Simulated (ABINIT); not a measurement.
**ScAl3: equation of state with PBE**

**The experiment to reproduce.**

From “A Combined Experimental and First-Principles Based Assessment of Finite-Temperature Thermodynamic Properties of Intermetallic Al3Sc”, 2021, pmc:8067998, for a bulk crystal of ScAl3 at 298 K: bulk modulus 91.5 ± 1.1 GPa.

ScAl3:

```
Sc Al
1.0
     4.08781    0.00000    0.00000
     0.00000    4.08781    0.00000
     0.00000    0.00000    4.08781
Sc Al
1 3
Direct
  0.00000 0.00000 0.00000
  0.50000 0.50000 0.00000
  0.00000 0.50000 0.50000
  0.50000 0.00000 0.50000
```

The cell is a database's computed one.

```json
{
 "Program": "ABINIT 10.8.3 (patched build)",
 "Task": "equation of state",
 "Functional": "PBE",
 "Potentials or basis": "JTH PAW PBE v2.0",
 "Cutoff": "544 eV",
 "k mesh": "7 × 7 × 7",
 "Occupations": "fermi-dirac, width 0.05 eV",
 "Spin": "no spin polarisation",
 "Fine-grid cutoff": "1088.46 eV",
 "Exchange and correlation inside the PAW spheres": "full angular mesh (pawxcdev 0, this build's default; the released program takes 1)"
}
```

```yaml
Equilibrium_volume: 17.28 Å³/atom
Bulk_modulus: 88 GPa
Pressure_derivative_of_the_bulk_modulus: 4.1
```

Energy against volume, from the lowest point:
```
volume (Å³/atom)  energy (meV/atom)
          16.052              26.63
          16.394              13.21
          16.735               4.60
          17.077               0.33
          17.419               0.00
          17.760               3.22
          18.102               9.65
```

Wall time 100 s on 1 thread of Arm Neoverse V2, with other jobs on the host, peak memory 0.16 GiB.

Against the measured bulk modulus of ScAl3, 91.5 GPa (298 K; quoted in “A Combined Experimental and First-Principles Based Assessment of Finite-Temperature Thermodynamic Properties of Intermetallic Al3Sc”, 2021, pmc:8067998), the calculated 88 GPa is off by -4.0 %. The fit is for a static lattice scaled at fixed shape and fixed fractional positions.

Caveat: pressures at fixed basis lie under the slope of the energies.
